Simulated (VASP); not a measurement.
# Ru (Im-3m) in VASP: a series of runs, part 2 of 2

VASP 6.6.1.

## (3) Relaxation of cell and atoms, PBE+D3(BJ)

INCAR

```
SYSTEM = Ru
  PREC = Accurate
  ENCUT = 600
  EDIFF = 1E-7
  ISMEAR = 0
  SIGMA = 0.1
  LREAL = .FALSE.
  LASPH = .TRUE.
  NELM = 80
  ALGO = Normal
  ISIF = 3
  LWAVE = .FALSE.
  LCHARG = .FALSE.
  GGA = PE
  IVDW = 12
  IBRION = 2
  NSW = 90
  EDIFFG = -0.005
```

KPOINTS

```
Automatic mesh
0
G
  20 20 20
  0 0 0
```

POSCAR

```
Ru
1.0
   -1.5036946000      1.5036946000      1.5036946000
    1.5036946000     -1.5036946000      1.5036946000
    1.5036946000      1.5036946000     -1.5036946000
Ru
1
Direct
    0.0000000000      0.0000000000      0.0000000000
```

Potentials or basis: VASP PAW PBE potentials, release 64 (Ru_pv).

The run is started by

```bash
$ cat potpaw_PBE.64/Ru_pv/POTCAR > POTCAR
$ mpirun -np 1 vasp_std > vasp.out
```

It took 61 s on 1 thread of Intel Xeon Platinum 8488C (Sapphire Rapids), shared host; peak memory 0.19 GiB.

It converged, with:

```yaml
Free_energy: -9.2111 eV
Relaxed_volume: 13.88 Å³/atom
Relaxed_cell: a = 2.622 Å, b = 2.622 Å, c = 2.622 Å, α = 109.47°, β = 109.47°, γ = 109.47°
Space_group_after_relaxing_to_0.05_Å: Im-3m (No. 229)
Energy_gained_by_relaxing: 5.5 meV/atom
Ionic_steps: 4
Pressure_after_relaxing: 0.0 GPa
Band_gap_on_the_k_mesh: none (metal or under the smearing width)
Dispersion_energy_per_atom: -0.609 eV
```

Step by step:
```tsv
step	energy change (eV)	largest force (eV/Å)	pressure (GPa)	volume (Å³)
1	0.0000	0.0000	6.46	13.60
2	0.0362	0.0000	-15.19	14.71
3	-0.0055	0.0000	-0.13	13.89
4	-0.0055	0.0000	-0.01	13.88
```

Final structure:
```
CELL_PARAMETERS angstrom
-1.51394 1.51394 1.51394
1.51394 -1.51394 1.51394
1.51394 1.51394 -1.51394
ATOMIC_POSITIONS crystal
Ru 0.00000 0.00000 0.00000
```

Levels at points of the mesh, in eV from the Fermi level:
```tsv
k point	band 4	band 5	band 6	band 7	band 8	band 9	band 10	band 11
(0.00, 0.00, 0.00)	-8.01	-2.82	-2.82	-2.82	-0.09	-0.09	10.54	17.16
(0.50, 0.00, 0.00)	-6.21	-4.59	-0.11	0.37	1.20	2.46	10.30	10.55
(0.50, 0.50, 0.50)	-6.31	-6.31	1.84	1.84	1.84	9.37	9.37	9.37
```

Caveat: pairwise dispersion overbinds metals, which lowers pressure and volume.

## (4) Relaxation of cell and atoms, PBEsol

Edit INCAR of step 3 so:

```diff
@@ -2,3 +2,3 @@
   PREC = Accurate
-  ENCUT = 600
+  ENCUT = 300
   EDIFF = 1E-7
@@ -13,4 +13,3 @@
   LCHARG = .FALSE.
-  GGA = PE
-  IVDW = 12
+  GGA = PS
   IBRION = 2
```

KPOINTS is that of step 3.

POSCAR is that of step 3.

Potentials or basis: VASP PAW PBE potentials, release 64 (Ru_pv).

The run is started by

```bash
$ cat potpaw_PBE.64/Ru_pv/POTCAR > POTCAR
$ mpirun -np 1 vasp_std > vasp.out
```

OUTCAR:

```text
SYSTEM = Ru
   PREC = Accurate
   ENCUT = 300
   EDIFF = 1E-7
   ISMEAR = 0
   LREAL = .FALSE.
   LASPH = .TRUE.
   NELM = 80
   ISIF = 3
   GGA = PS
   IBRION = 2
   NSW = 90
   EDIFFG = -0.005

 ion  position               nearest neighbor table
   1  0.000  0.000  0.000-

  LATTYP: Found a body centered cubic cell.
 ALAT       =     3.0073892000

  Lattice vectors:

 A1 = (  -1.5036946000,   1.5036946000,   1.5036946000)
 A2 = (   1.5036946000,  -1.5036946000,   1.5036946000)
 A3 = (   1.5036946000,   1.5036946000,  -1.5036946000)

Analysis of symmetry for initial positions (statically):
=====================================================================
 Subroutine PRICEL returns:
 Original cell was already a primitive cell.

 Routine SETGRP: Setting up the symmetry group for a
 body centered cubic supercell.

 Subroutine GETGRP returns: Found 48 space group operations
 (whereof 48 operations were pure point group operations)
 out of a pool of 48 trial point group operations.

The static configuration has the point symmetry O_h .

Analysis of symmetry for dynamics (positions and initial velocities):
[... 227 lines left out ...]
--------------------------------------- Ionic step        3  -------------------------------------------

 number of electron      13.9999997 magnetization

 Free energy of the ion-electron system (eV)
  ---------------------------------------------------
  ext. energy  EPLUGINS =         0.00000000
  ---------------------------------------------------
  free energy    TOTEN  =        -9.52187454 eV

  energy without entropy =       -9.51154042  energy(sigma->0) =       -9.51670748

 E-fermi :  12.6742     XC(G=0): -14.2077

 val. band max:       12.6723852559   @ k =   0.4000   0.1500   0.0500
 cond. band min:      12.6799631129   @ k =   0.4500   0.0500   0.0000
 fundamental gap:      0.0075778570
 Fermi energy:        12.6741588750

 k-point     1 :       0.0000    0.0000    0.0000
  band No.  band energies     occupation
      1     -29.8348      2.00000
      2     -29.8348      2.00000
      3     -29.8348      2.00000
      4       4.4897      2.00000
      5       9.7955      2.00000
      6       9.7955      2.00000
      7       9.7955      2.00000
      8      12.5775      1.82841
      9      12.5775      1.82841
     10      23.1028      0.00000
     11      29.7864      0.00000
[... 309 lines left out ...]
 k-point    24 :       0.2500    0.1000    0.0000
  band No.  band energies     occupation
      1     -30.5467      2.00000
      2     -30.0722      2.00000
      3     -29.8733      2.00000
      4       6.9644      2.00000
      5       8.5985      2.00000
      6       9.8827      2.00000
      7      12.0427      2.00000
      8      12.9706      0.00003
      9      13.5558      0.00000
     10      23.1089      0.00000
     11      27.7529      0.00000

 [... further k-points ...]

------------------------ aborting loop because EDIFF is reached ----------------------------------------

  FORCE on cell =-STRESS in cart. coord.  units (eV):
  Direction    XX          YY          ZZ          XY          YZ          ZX
  --------------------------------------------------------------------------------------
  -------------------------------------------------------------------------------------
  Total       -0.0019899     -0.0019899     -0.0019899      0.0000000      0.0000000      0.0000000
  in kB       -0.2323331     -0.2323331     -0.2323331      0.0000000      0.0000000      0.0000000
  external PRESSURE =      -0.2323331 kB  Pullay stress =       0.0000000 kB
[... 16 lines left out ...]
  FREE ENERGIE OF THE ION-ELECTRON SYSTEM (eV)
  ---------------------------------------------------
  free  energy   TOTEN  =        -9.5218745422 eV

  energy  without entropy=       -9.5115404248  energy(sigma->0) =       -9.51670748

 reached required accuracy - stopping structural energy minimisation
```

OSZICAR:

```text
N       E                     dE             d eps       ncg     rms          rms(c)
DAV:   1     0.631967924160E+02    0.63197E+02   -0.65371E+03  5876   0.897E+02
DAV:   2    -0.950361549273E+01   -0.72700E+02   -0.70241E+02  5839   0.273E+02
DAV:   3    -0.102241453731E+02   -0.72053E+00   -0.70602E+00  6679   0.300E+01
[... 25 lines left out ...]
DAV:   4    -0.952183692935E+01   -0.12455E-02   -0.10499E-03  5908   0.336E-01    0.414E-02
DAV:   5    -0.952188082316E+01   -0.43894E-04   -0.32520E-05  6472   0.635E-02    0.211E-02
DAV:   6    -0.952187399272E+01    0.68304E-05   -0.19344E-06  5992   0.179E-02    0.863E-04
DAV:   7    -0.952187437212E+01   -0.37940E-06   -0.33780E-08  3857   0.241E-03    0.687E-04
DAV:   8    -0.952187453625E+01   -0.16413E-06   -0.17992E-09  3101   0.572E-04    0.381E-05
DAV:   9    -0.952187454216E+01   -0.59069E-08   -0.18701E-10  3020   0.186E-04
   3 F= -.95218745E+01 E0= -.95167075E+01  d E =-.105858E-02
```

Run time: 18 s. Hardware: 1 thread of Intel Xeon Platinum 8488C (Sapphire Rapids), shared host; peak memory 0.13 GiB.

Results:

| Property | Result |
| --- | --- |
| Free energy | -9.5219 eV |
| Relaxed volume | 13.72 Å³/atom |
| Relaxed cell | a = 2.612 Å, b = 2.612 Å, c = 2.612 Å, α = 109.47°, β = 109.47°, γ = 109.47° |
| Space group after relaxing (to 0.05 Å) | Im-3m (No. 229) |
| Energy gained by relaxing | 1.1 meV/atom |
| Ionic steps | 3 |
| Pressure after relaxing | 0.0 GPa |
| Band gap on the k mesh | none (metal or under the smearing width) |

Step by step:
| step | energy change (eV) | largest force (eV/Å) | pressure (GPa) | volume (Å³) |
| --- | --- | --- | --- | --- |
| 1 | 0.0000 | 0.0000 | 2.83 | 13.60 |
| 2 | 0.0076 | 0.0000 | -7.55 | 14.08 |
| 3 | -0.0011 | 0.0000 | -0.02 | 13.72 |

Final structure:
```xyz
1
Lattice="-1.5082 1.5082 1.5082 1.5082 -1.5082 1.5082 1.5082 1.5082 -1.5082" Properties=species:S:1:pos:R:3 pbc="T T T"
Ru    0.0000    0.0000    0.0000
```

Caveat: the PAW data sets were made with another functional, which shifts forces and pressure a little.

## (5) Relaxation of cell and atoms, PBEsol

Edit INCAR of step 4 so:

```diff
@@ -2,3 +2,3 @@
   PREC = Accurate
-  ENCUT = 300
+  ENCUT = 600
   EDIFF = 1E-7
```

KPOINTS

```
Automatic mesh
0
G
  8 8 8
  0 0 0
```

POSCAR is that of step 4.

Potentials or basis: VASP PAW PBE potentials, release 64 (Ru_pv).

The run is started by

```bash
$ cat potpaw_PBE.64/Ru_pv/POTCAR > POTCAR
$ mpirun -np 1 vasp_std > vasp.out
```

OUTCAR:

```text
SYSTEM = Ru
   PREC = Accurate
   ENCUT = 600
   EDIFF = 1E-7
   ISMEAR = 0
   LREAL = .FALSE.
   LASPH = .TRUE.
   NELM = 80
   ISIF = 3
   GGA = PS
   IBRION = 2
   NSW = 90
   EDIFFG = -0.005

 ion  position               nearest neighbor table
   1  0.000  0.000  0.000-

  LATTYP: Found a body centered cubic cell.
 ALAT       =     3.0073892000

  Lattice vectors:

 A1 = (  -1.5036946000,   1.5036946000,   1.5036946000)
 A2 = (   1.5036946000,  -1.5036946000,   1.5036946000)
 A3 = (   1.5036946000,   1.5036946000,  -1.5036946000)

Analysis of symmetry for initial positions (statically):
=====================================================================
 Subroutine PRICEL returns:
[... 262 lines left out ...]
      1     -29.8559      2.00000
      2     -29.8559      2.00000
      3     -29.8559      2.00000
      4       4.4948      2.00000
      5       9.7750      2.00000
      6       9.7750      2.00000
      7       9.7750      2.00000
      8      12.5673      1.95861
      9      12.5673      1.95861
     10      23.0388      0.00000
     11      29.7804      0.00000
[... 309 lines left out ...]
 k-point    24 :      -0.3750    0.3750    0.2500
  band No.  band energies     occupation
      1     -30.6382      2.00000
      2     -30.3478      2.00000
      3     -30.2469      2.00000
      4       7.6571      2.00000
      5       8.2046      2.00000
      6      10.5796      2.00000
      7      11.3964      2.00000
      8      13.6533      0.00000
      9      16.6209      0.00000
     10      23.0375      0.00000
     11      26.2509      0.00000

 [... further k-points ...]

------------------------ aborting loop because EDIFF is reached ----------------------------------------

  FORCE on cell =-STRESS in cart. coord.  units (eV):
  Direction    XX          YY          ZZ          XY          YZ          ZX
  --------------------------------------------------------------------------------------
  -------------------------------------------------------------------------------------
  Total       -0.0023194     -0.0023194     -0.0023194      0.0000000      0.0000000     -0.0000000
  in kB       -0.2707001     -0.2707001     -0.2707001      0.0000000      0.0000000     -0.0000000
  external PRESSURE =      -0.2707001 kB  Pullay stress =       0.0000000 kB
[... 16 lines left out ...]
  FREE ENERGIE OF THE ION-ELECTRON SYSTEM (eV)
  ---------------------------------------------------
  free  energy   TOTEN  =        -9.5385347318 eV

  energy  without entropy=       -9.5296377479  energy(sigma->0) =       -9.53408624

 reached required accuracy - stopping structural energy minimisation
```

CONTCAR:

```text
Ru
   1.00000000000000
    -1.5083832494148512    1.5083832494148512    1.5083832494148512
     1.5083832494148512   -1.5083832494148512    1.5083832494148512
     1.5083832494148512    1.5083832494148512   -1.5083832494148512
  Ru
     1
Direct
     0.0000000000000000    0.0000000000000000    0.0000000000000000

  0.00000000E+00  0.00000000E+00  0.00000000E+00
```

Wall time 8.1 s (1 thread of Intel Xeon Platinum 8488C (Sapphire Rapids), shared host); peak memory 0.14 GiB.

Results:

* Free energy: -9.5385 eV
* Relaxed volume: 13.73 Å³/atom
* Relaxed cell: a = 2.613 Å, b = 2.613 Å, c = 2.613 Å, α = 109.47°, β = 109.47°, γ = 109.47°
* Space group after relaxing (to 0.05 Å): Im-3m (No. 229)
* Energy gained by relaxing: 1.2 meV/atom
* Ionic steps: 3
* Pressure after relaxing: 0.0 GPa
* Band gap on the k mesh: none (metal or under the smearing width)

Step by step:
| step | energy change (eV) | largest force (eV/Å) | pressure (GPa) | volume (Å³) |
| --- | --- | --- | --- | --- |
| 1 | 0.0000 | 0.0000 | 3.00 | 13.60 |
| 2 | 0.0087 | 0.0000 | -8.08 | 14.11 |
| 3 | -0.0012 | 0.0000 | -0.03 | 13.73 |

Final structure:
```
Ru
1.0
    -1.50838    1.50838    1.50838
     1.50838   -1.50838    1.50838
     1.50838    1.50838   -1.50838
Ru
1
Direct
  0.00000 0.00000 0.00000
```

Caveat: the k mesh is coarse (spacing up to 0.37 Å⁻¹), so the values aren't converged; the PAW data sets were made with another functional, which shifts forces and pressure a little.

## (6) Summary

```csv
level,k mesh,cutoff (eV),mesh quality,gap on the mesh (eV),pressure (GPa),relaxed volume (Å³/atom)
PBE,20 × 20 × 20,600,not flagged,none,0.0,14.23
PBE+D3(BJ),20 × 20 × 20,600,not flagged,none,0.0,13.88
PBEsol,20 × 20 × 20,300,not flagged,none,0.0,13.72
PBEsol,8 × 8 × 8,600,coarse,none,0.0,13.73
```

Alike in all rows: task relaxation of cell and atoms; potentials or basis VASP PAW PBE potentials, release 64 (Ru_pv); no spin polarisation; cell relaxed; smearing gaussian 0.1 eV.

Caveats: some runs use coarse meshes; the PAW data sets were made with another functional, which shifts forces and pressure a little (some runs); pairwise dispersion overbinds metals, which lowers pressure and volume (some runs).

Absolute energies hang on the potentials; compare differences alone.
